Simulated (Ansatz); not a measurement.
## Li2S: which shells make which states

```yaml
crystal:
  lattice:
    - [0.00000, 2.85400, 2.85400]
    - [2.85400, 0.00000, 2.85400]
    - [2.85400, 2.85400, 0.00000]
  atoms:
    - { symbol: Li, position: [0.25000, 0.25000, 0.25000] }
    - { symbol: Li, position: [0.75000, 0.75000, 0.75000] }
    - { symbol: S, position: [0.00000, 0.00000, 0.00000] }
```

Atoms are numbered in the order listed.

The cell is COD entry 1010874, as deposited and not checked against the literature; nothing was relaxed.

The calculation used Ansatz 0.2.0, DFT, PBE, all-electron LAPW, scalar-relativistic.

The runs use a Γ-centred 7×7×7 k mesh, Fermi–Dirac smearing of 0.02 eV, basis error target 1 meV/atom, no spin polarisation.

Weights are projections on a minimal set of Löwdin-orthogonalised atomic shells, summed over atoms of an element; the rest lies outside that basis, and weights on diffuse cation s shells are inflated where empty shells are missing from it. Energies are in eV from the valence-band top.

Points: K (0.375, 0.375, 0.750), X (0.500, 0.000, 0.500).

```tsv
state	character
K, -10.46 eV	?
K, -2.05 eV	?
K, -1.96 eV	?
K, -1.14 eV	S 3p 96 %
X, -10.46 eV	?
X, -2.15 eV	S 3p 80 %, Li 2s 19 %
X, -1.41 eV (×2)	S 3p 96 %
```

(1) Give the missing entry: row "K, -2.05 eV", column "character".

(2) Give the missing entry: row "K, -1.96 eV", column "character".

(3) What belongs in the row "X, -10.46 eV", column "character"?

(4) What belongs in the row "K, -10.46 eV", column "character"?

Results:

(1) S 3p 87 %, Li 2s 9 %.

(2) S 3p 83 %, Li 2s 16 %.

(3) S 3s 99 %.

(4) S 3s 98 %.
